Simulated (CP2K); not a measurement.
Write the native input for CP2K 2026.2 that does the following.

```
Task                                : single point
Functional                          : PBE
Potentials or basis                 : all electrons (GAPW); pob-TZVP-rev2 basis
Density cutoff                      : 6803 eV
k mesh                              : 10 × 10 × 10
Occupations                         : fermi-dirac, width 0.05 eV
Spin                                : no spin polarisation
SCF solver                          : diagonalisation with k points
Quickstep method                    : GAPW
EPS_DEFAULT                         : 1.0E-9
EPS_SCF                             : 1.0E-6
MAX_SCF                             : 100
SCF_GUESS                           : ATOMIC
k points reduced by the point group : yes
Mesh centred on Gamma               : yes
CHOLESKY                            : OFF
EPS_EIGVAL                          : 1.0E-7
MIXING METHOD                       : BROYDEN_MIXING
MIXING ALPHA                        : 0.2
NBUFFER                             : 8
NGRIDS                              : 5
Basis sets                          : Al pob-TZVP-rev2, N pob-TZVP-rev2
Potentials                          : Al ALL, N ALL
ADDED_MOS                           : [10]
REL_CUTOFF (Ry)                     : 60 Ry
MIXING BETA (1/bohr)                : 1.5 1/bohr
CUTOFF of the grids                 : 500 Ry
```

AlN:

```
Al N
1.0
     3.08863    0.00000    0.00000
     1.54432    2.67483    0.00000
     1.54432    0.89161    2.52186
Al N
1 1
Direct
  0.00000 0.00000 0.00000
  0.25000 0.25000 0.25000
```

Measurements of this composition are mostly on another form, of space group No. 186.

One way to write it, as run:

aln_scf.inp

```
&GLOBAL
  PROJECT aln_scf
  RUN_TYPE ENERGY_FORCE
  PRINT_LEVEL LOW
&END GLOBAL
&FORCE_EVAL
  METHOD QS
  STRESS_TENSOR ANALYTICAL
  &DFT
    BASIS_SET_FILE_NAME BASIS_pob
    POTENTIAL_FILE_NAME POTENTIAL_UZH
    &MGRID
      CUTOFF 500
      REL_CUTOFF 60
      NGRIDS 5
    &END MGRID
    &QS
      METHOD GAPW
      EPS_DEFAULT 1.0E-9
    &END QS
    &KPOINTS
      SCHEME MONKHORST-PACK 10 10 10
      GAMMA_CENTERED T
      SYMMETRY T
      SYMMETRY_BACKEND SPGLIB
    &END KPOINTS
    &SCF
      SCF_GUESS ATOMIC
      EPS_SCF 1.0E-6
      MAX_SCF 100
      ADDED_MOS 10
      CHOLESKY OFF
      EPS_EIGVAL 1.0E-7
      &DIAGONALIZATION ON
        ALGORITHM STANDARD
      &END DIAGONALIZATION
      &MIXING ON
        METHOD BROYDEN_MIXING
        ALPHA 0.2
        BETA 1.5
        NBUFFER 8
      &END MIXING
      &SMEAR ON
        METHOD FERMI_DIRAC
        ELECTRONIC_TEMPERATURE 580.23
      &END SMEAR
    &END SCF
    &XC
      &XC_FUNCTIONAL
        &GGA_X_PBE
        &END GGA_X_PBE
        &GGA_C_PBE
        &END GGA_C_PBE
      &END XC_FUNCTIONAL
    &END XC
    &PRINT
      &KPOINTS ON
      &END KPOINTS
      &MULLIKEN ON
      &END MULLIKEN
      &MO ON
        ENERGIES T
        OCCUPATION_NUMBERS T
        &EACH
          QS_SCF 0
        &END EACH
        ADD_LAST NUMERIC
      &END MO
    &END PRINT
  &END DFT
  &SUBSYS
    &CELL
      A 3.0886333121 0.0000000000 0.0000000000
      B 1.5443166561 2.6748349113 0.0000000000
      C 1.5443166561 0.8916116371 2.5218585391
      PERIODIC XYZ
    &END CELL
    &COORD
      SCALED
      Al  0.0000000000 0.0000000000 0.0000000000
      N   0.2500000000 0.2500000000 0.2500000000
    &END COORD
    &KIND Al
      BASIS_SET pob-TZVP-rev2
      POTENTIAL ALL
      LEBEDEV_GRID 110
      RADIAL_GRID 80
    &END KIND
    &KIND N
      BASIS_SET pob-TZVP-rev2
      POTENTIAL ALL
      LEBEDEV_GRID 110
      RADIAL_GRID 80
    &END KIND
    &PRINT
      &ATOMIC_COORDINATES ON
      &END ATOMIC_COORDINATES
      &CELL ON
      &END CELL
    &END PRINT
  &END SUBSYS
  &PRINT
    &FORCES ON
    &END FORCES
    &STRESS_TENSOR ON
    &END STRESS_TENSOR
  &END PRINT
&END FORCE_EVAL
```

Potentials or basis: all electrons (GAPW); pob-TZVP-rev2 basis.

Command:

```sh
$ OMP_NUM_THREADS=1 cp2k.psmp -i aln_scf.inp -o aln_scf.out
```

Results of the run:

* Pressure: 4.9 GPa
* Band gap on the k mesh: 3.79 eV, indirect (least direct gap 4.31 eV)
* Mulliken charges: Al +1.40; N -1.40 e

Caveat: Mulliken charges move with the basis; the basis of atomic orbitals isn't converged, which shifts pressures, moduli and gaps.

It took 38 s on 1 thread of Arm Neoverse V1 (shared host), peak memory 0.22 GiB.
